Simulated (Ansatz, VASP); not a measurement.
**Sr in VASP and in Ansatz**

```
CELL_PARAMETERS angstrom
-2.43500 2.43500 2.43500
2.43500 -2.43500 2.43500
2.43500 2.43500 -2.43500
ATOMIC_POSITIONS crystal
Sr 0.00000 0.00000 0.00000
```

This isn't the form of Sr at room conditions, which is fcc.

Alike in both runs: task single point; functional PBE; k mesh 3 × 3 × 3; occupations fermi-dirac, width 0.04 eV; no spin polarisation.

|  | VASP | Ansatz |
| --- | --- | --- |
| version | VASP 6.6.1 | Ansatz 0.2.0 |
| potentials or method | VASP PAW PBE potentials, release 64 (Sr_sv), cutoff 520 eV | all-electron LAPW, scalar-relativistic |

VASP gave:

```
gap on the k mesh at the Fermi level (eV) : none
pressure (GPa)                            : -0.2
```

Task: Estimate Ansatz's values.

Result: gap on the k mesh at the Fermi level (eV): none; pressure (GPa): -0.3.

A gap of «none» marks a metal or a gap that the smearing closes. Ansatz ran all-electron here, so the differences hold the error of VASP's frozen core and of both bases.

Caveats: the k mesh is coarse (spacing up to 0.61 Å⁻¹), so the values aren't converged.
